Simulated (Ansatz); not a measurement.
LiF (Griceite):

```xyz
2
Lattice="0.0000 2.0140 2.0140 2.0140 0.0000 2.0140 2.0140 2.0140 0.0000" Properties=species:S:1:pos:R:3 pbc="T T T"
F     2.0140    2.0140    2.0140
Li    0.0000    0.0000    0.0000
```

Base run:

- Program: Ansatz 0.2.0
- Functional: PBE
- Potentials or basis: all-electron LAPW, scalar-relativistic
- Cutoff: 288 eV
- Density cutoff: 1152 eV
- Basis error allowed: 0.001 eV/atom
- k mesh: 11 × 11 × 11
- Occupations: gaussian, width 0.05 eV
- Spin: no spin polarisation

Its results: band gap on the k mesh 9.07 eV, direct; pressure 2.0 GPa.

Problem. After a change of settings the same cell gave: band gap on the k mesh 9.31 eV, direct; pressure 6.5 GPa. Which change was it?
A. functional from PBE to PBEsol; occupations from gaussian, width 0.05 eV to fermi-dirac, width 0.05 eV
B. functional from PBE to RPBE; occupations from gaussian, width 0.05 eV to gaussian, width 0.1 eV
C. functional from PBE to LDA; occupations from gaussian, width 0.05 eV to fermi-dirac, width 0.05 eV

Solution. B.

Caveats: an odd mesh through Γ misses points on the zone boundary, where band edges often lie.

Not every run made on this cell is shown here.
